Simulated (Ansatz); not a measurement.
Born–Oppenheimer molecular dynamics of C₄H₉N (14 atoms, charge 0, multiplicity 1). It starts from a relaxed structure.

Theory: RKS PBE/6-31G (Ansatz 0.2.0).

| Property | Result |
| --- | --- |
| ensemble | NVE (velocity Verlet) |
| time step | 1 fs |
| steps asked | 250 |
| starting velocities drawn for | 700 K |
| seed | 952271 |

First frame:

```xyz
14
Properties=species:S:1:pos:R:3
C -0.886 0.770 0.250
C 0.008 -0.096 1.197
C 1.104 -0.687 0.255
N 0.494 -0.754 -1.097
C -0.343 0.470 -1.192
H -1.949 0.484 0.343
H -0.817 1.846 0.489
H -0.584 -0.912 1.649
H 0.439 0.493 2.025
H 1.974 -0.005 0.212
H 1.468 -1.679 0.568
H -0.080 -1.602 -1.197
H 0.297 1.306 -1.532
H -1.139 0.335 -1.942
```

Question: What does the run give?

Answer: The run went to its last step.

| Property | Result |
| --- | --- |
| steps done | 250 |
| time covered | 250 fs |
| mean temperature over the second half | 368 K |
| spread of the potential energy over the second half | 7.8 meV per atom |
| mean potential energy of the second half above the start | 38.4 meV per atom |

The conserved energy stayed within 3 meV per atom of its start (net change 0.89 meV per atom), so there is no drift, though single steps change it by up to 27 meV in the whole system, a sign of fast motions only just resolved. Over the second half the temperature averaged 0.53 of the 700 K drawn at the start: a run that starts near a minimum puts about half its kinetic energy into the potential. A run of 0.25 ps of so small a system gives no equilibrium averages. Limits of this set-up: no polarisation functions.

Question: What happens to the structure?

Answer: The same pairs are bonded in the first frame and the last. Pairs count as bonded within 1.25 times the sum of covalent radii (0.12 Å more for H–H). The details hang on the random start.

Question: How do temperature and energy run in time?

Answer: 
```tsv
time (fs)	T (K)	potential energy less start (eV)	conserved less start (meV/atom)
0	700	0.000	0.00
12	457	0.399	1.62
24	413	0.473	2.03
36	338	0.591	2.12
48	387	0.499	0.92
60	346	0.569	1.43
72	293	0.655	1.64
84	194	0.821	2.52
96	342	0.585	2.06
108	420	0.452	1.24
120	390	0.491	0.72
132	312	0.632	2.16
144	331	0.598	1.82
156	397	0.495	1.85
168	508	0.306	0.63
180	375	0.525	1.51
192	385	0.509	1.47
204	306	0.648	2.61
216	311	0.627	1.65
228	356	0.556	1.58
240	398	0.479	0.69
```

The run took 11 min on 1 thread of Arm Neoverse V1, on a shared host, peak memory 0.11 GiB.
